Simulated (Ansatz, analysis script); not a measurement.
# MnO2: E(q) by the generalised Bloch theorem, part 2 of 2

Spirals are solved in the crystal's own cell at each q. What do they say of the order in MnO2?

Ansatz 0.2.0; PBE, PAW set soft_2.

So far. Step 3 (q = (0, 0, 0)): The largest moment is 2.49 μB, against 2.49 μB in the collinear run. Step 4 (q = (0.333, 0.333, 0.333)): The energy of the cell lies 0.526 meV below that at q = 0, and the largest moment is 2.49 μB against 2.49 μB.

## (5) q = (0.5, -0.167, 0.167)

Level of this step: Ansatz DFT, spin spiral by the generalised Bloch theorem, no spin-orbit coupling; PBE, PAW default (Ansatz).

Contents of input.yaml:

```yaml
crystal:
  lattice:
    - [1.4284348394, 0.824707239, 4.5839315268]
    - [-1.4284348394, 0.824707239, 4.5839315268]
    - [0.0, -1.6494144781, 4.5839315268]
  atoms:
    - { symbol: Mn, position: [0.0, 0.0, 0.0], spin: 2.49, spin_axis: [1.0, 0.0, 0.0] }
    - { symbol: O, position: [0.26436449, 0.26436449, 0.26436449] }
    - { symbol: O, position: [0.73563551, 0.73563551, 0.73563551] }
kpoints:
  mp_grid: { grid: [12, 12, 12] }
hamiltonian:
  xc: pbe
scf:
  occupations: { method: fermi_dirac, width: 0.025 }
  max_iter: 120
  convergence: { dr2_threshold: 1.0e-08 }
basis:
  ecutwfc: 420.0
magnetization:
  noncollinear: true
  spin_spiral: { q: [0.5, -0.16666667, 0.16666667] }
checkpoint:
  read: start
```

Launch:

```
$ ansatz run input.yaml --threads 1 --pin off --max-ram 2560MiB --backend cpu --events-out ev --progress --plain --runs-dir out
```

Numbers of over 12 decimals in the logs are rounded to 6 here.

The program printed:

```text
[...]
Crystal: 3 atoms, lattice volume = 32.400 Å³
Basis set: ecut = 420 eV, 651 PW (Γ), FFT grids on a1−a2, a2, −a2+a3
Bands: 36, of which v1, the nominal top of the filled ones, is band 27 counted from 1 (26 counted from 0)
Symmetry: 1 space group operations
k-points: 868 of 1728
[...]
Absolute magnetization: 2.9707 μB (∫|m|, with the PAW one-centre terms)
  site 0: m = (+2.3678, -0.0000, +0.0000) μB, |m| = 2.3678 μB  (R = 0.78 Å)
  site 1: m = (-0.0000, +0.0000, +0.0000) μB, |m| = 0.0000 μB  (R = 0.78 Å)
  site 2: m = (-0.0000, -0.0000, +0.0000) μB, |m| = 0.0000 μB  (R = 0.78 Å)
Free energy (F): -5033.695708 eV
[...]
Internal energy: -5033.695708 eV  (E = F + TS)
E sigma→0 (E₀):  -5033.695708 eV
Fermi energy:    8.349691 eV
[...]
[key lines of the parts left out:]
SCF converged after 12 iterations
Magnetization: |M| = 2.3700 μB,  M = (+2.3700, -0.0000, +0.0000) μB
```

Elapsed: 6.7 min, on 1 thread of Arm Neoverse V2, shared host; peak memory 1.8 GiB.

The energy of the cell lies 19.4 meV below that at q = 0, and the largest moment is 2.37 μB against 2.49 μB.

## (6) q = (0.5, 0.5, 0.5)

input.yaml, as its differences from that of step 5:

```diff
@@ -21,3 +21,3 @@
   noncollinear: true
-  spin_spiral: { q: [0.5, -0.16666667, 0.16666667] }
+  spin_spiral: { q: [0.5, 0.5, 0.5] }
 checkpoint:
```

The program printed:

```text
[...]
Crystal: 3 atoms, lattice volume = 32.400 Å³
Basis set: ecut = 420 eV, 651 PW (Γ), FFT grids on a1−a2, a2, −a2+a3
Bands: 36, of which v1, the nominal top of the filled ones, is band 27 counted from 1 (26 counted from 0)
Symmetry: 6 space group operations
k-points: 189 of 1728
[...]
Absolute magnetization: 3.0326 μB (∫|m|, with the PAW one-centre terms)
  site 0: m = (+2.4882, +0.0000, +0.0000) μB, |m| = 2.4882 μB  (R = 0.78 Å)
  site 1: m = (+0.0410, +0.0311, +0.0000) μB, |m| = 0.0515 μB  (R = 0.78 Å)
  site 2: m = (+0.0410, -0.0311, +0.0000) μB, |m| = 0.0515 μB  (R = 0.78 Å)
Free energy (F): -5033.676958 eV
[...]
Internal energy: -5033.676958 eV  (E = F + TS)
E sigma→0 (E₀):  -5033.676958 eV
Fermi energy:    8.398619 eV
[...]
[key lines of the parts left out:]
SCF converged after 10 iterations
Magnetization: |M| = 2.8593 μB,  M = (+2.8593, -0.0000, +0.0000) μB
```

Elapsed: 74 s, on 1 thread; peak memory 0.62 GiB.

The energy of the cell lies 0.7 meV below that at q = 0, and the largest moment is 2.49 μB against 2.49 μB.

## (7) q = (0.833, 0.167, 0.5)

input.yaml, as its differences from that of step 6:

```diff
@@ -21,3 +21,3 @@
   noncollinear: true
-  spin_spiral: { q: [0.5, 0.5, 0.5] }
+  spin_spiral: { q: [0.83333333, 0.16666667, 0.5] }
 checkpoint:
```

The program printed:

```text
[...]
Crystal: 3 atoms, lattice volume = 32.400 Å³
Basis set: ecut = 420 eV, 651 PW (Γ), FFT grids on a1−a2, a2, −a2+a3
Bands: 36, of which v1, the nominal top of the filled ones, is band 27 counted from 1 (26 counted from 0)
Symmetry: 1 space group operations
k-points: 868 of 1728
[...]
Absolute magnetization: 2.9707 μB (∫|m|, with the PAW one-centre terms)
  site 0: m = (+2.3678, -0.0000, +0.0000) μB, |m| = 2.3678 μB  (R = 0.78 Å)
  site 1: m = (+0.0000, +0.0000, +0.0000) μB, |m| = 0.0000 μB  (R = 0.78 Å)
  site 2: m = (+0.0000, -0.0000, +0.0000) μB, |m| = 0.0000 μB  (R = 0.78 Å)
Free energy (F): -5033.695708 eV
[...]
Internal energy: -5033.695708 eV  (E = F + TS)
E sigma→0 (E₀):  -5033.695708 eV
Fermi energy:    8.349712 eV
[...]
[key lines of the parts left out:]
SCF converged after 11 iterations
Magnetization: |M| = 2.3038 μB,  M = (+2.3038, -0.0000, +0.0000) μB
```

Run time: 6.5 min. Hardware: 1 thread; peak memory 1.8 GiB.

The energy of the cell lies 19.4 meV below that at q = 0, and the largest moment is 2.37 μB against 2.49 μB.

2 more runs differ from these in the same keys alone and are tabled below.

## (8) Side runs that gave no result

| changed | outcome |
| --- | --- |
| scf.lower_state_search; scf.mixing.preconditioner | cut off at the time limit |

## (9) The spirals together

```
q (reciprocal lattice)  path length (1/Å)  E(q) − E(0) (meV a magnetic atom)  |m| Mn no. 1 (μB)
             (0, 0, 0)              0.000                               0.00               2.49
 (0.333, 0.333, 0.333)              0.457                              -0.53               2.49
       (0.5, 0.5, 0.5)              0.685                              -0.70               2.49
   (0.667, 0.333, 0.5)              1.418                             -16.50               2.41
   (0.833, 0.167, 0.5)              2.152                             -19.45               2.37
  (0.5, -0.167, 0.167)              2.608                             -19.45               2.37
           (0.5, 0, 0)              3.342                              -2.08               2.39
```

## (10) What came out

```
lowest point of the path : q = (0.833, 0.167, 0.5), -19.5 meV a magnetic atom from q = 0
highest point            : 0 meV a magnetic atom
```

**Reading.** The state at q = (0.833, 0.167, 0.5) lies 19.5 meV a magnetic atom below the ferromagnetic start, so that start is not the lowest state. The moments change by at most 5 % from their size at q = 0, so they are well localised. No spin model is given, since the independent points are too few for the number of shells that the script fitted. The 7 spiral runs took 25 min of wall time, added up. Without a U, semilocal functionals delocalise the d or f electrons of such compounds, which shrinks moments, overestimates superexchange, narrows or closes the gap and can change the order.

[Logs and program files are shortened in this print: banners, set-up blocks, solver, clock and traceback lines can be left out without a mark of their own.]

[Logs are printed without paths, hosts, clocks, repeated set-up lines and the standing remarks that a program may print on its own settings, such as how far it seeks lower states.]

[Hosts, paths, dates, database ids (printed as entryN), source tags and the programs' standing remarks are cut or masked in the printed files.]
